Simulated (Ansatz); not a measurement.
Take GeO2 in the rutile structure (space group P4_2/mnm, No. 136) as the base.

```yaml
crystal:
  lattice:
    - [4.41054, 0.00000, 0.00000]
    - [0.00000, 4.41054, 0.00000]
    - [0.00000, 0.00000, 2.87016]
  atoms:
    - { symbol: Ge, position: [0.00000, 0.00000, 0.00000] }
    - { symbol: Ge, position: [0.50000, 0.50000, 0.50000] }
    - { symbol: O, position: [0.30600, 0.30600, 0.00000] }
    - { symbol: O, position: [0.80600, 0.19400, 0.50000] }
    - { symbol: O, position: [0.19400, 0.80600, 0.50000] }
    - { symbol: O, position: [0.69400, 0.69400, 0.00000] }
```

Cartesian axes are those of the cell as printed.

Calculations: DFT with r2SCAN, PAW potentials and a 500 eV plane-wave cutoff in Ansatz (a first-principles code), scalar-relativistic without spin-orbit coupling.

Strains are applied to the cell and any free atomic positions relax; under biaxial strain the out-of-plane vector relaxes too.

One change was made to it. Results:

| quantity | base | after |
|---|---|---|
| band gap | 2.51 eV | 2.57 eV |
| hole mass | 1.7 mₑ along c, 1.1 mₑ across (at Γ) | 1.7 mₑ along c, 1.1 mₑ across (at Γ) |
| valence-band top at Γ (three highest levels, from the VBM) | 0.00, -0.82, -0.82 eV | 0.00, -0.82, -0.82 eV |

Question: Name the change that was made.
A) biaxial strain −2.06 %, plane normal [001], relaxed out of plane
B) isotropic strain −0.13 %
C) isotropic strain +1.27 %
D) strain tensor (xx, yy, zz, yz, xz, xy) = (−1.71, +0.39, +0.07, −1.52, −0.14, −0.37) %

Answer: B, isotropic strain −0.13 %. For comparison, the band gap in the other runs: strain tensor (xx, yy, zz, yz, xz, xy) = (−1.71, +0.39, +0.07, −1.52, −0.14, −0.37) % gives 2.66 eV; isotropic strain +1.27 % gives 2.01 eV; biaxial strain −2.06 %, plane normal [001], relaxed out of plane gives 2.76 eV.

Masses are band curvatures over ±0.01 Å⁻¹ around the edge. Stability against distortions was not tested.
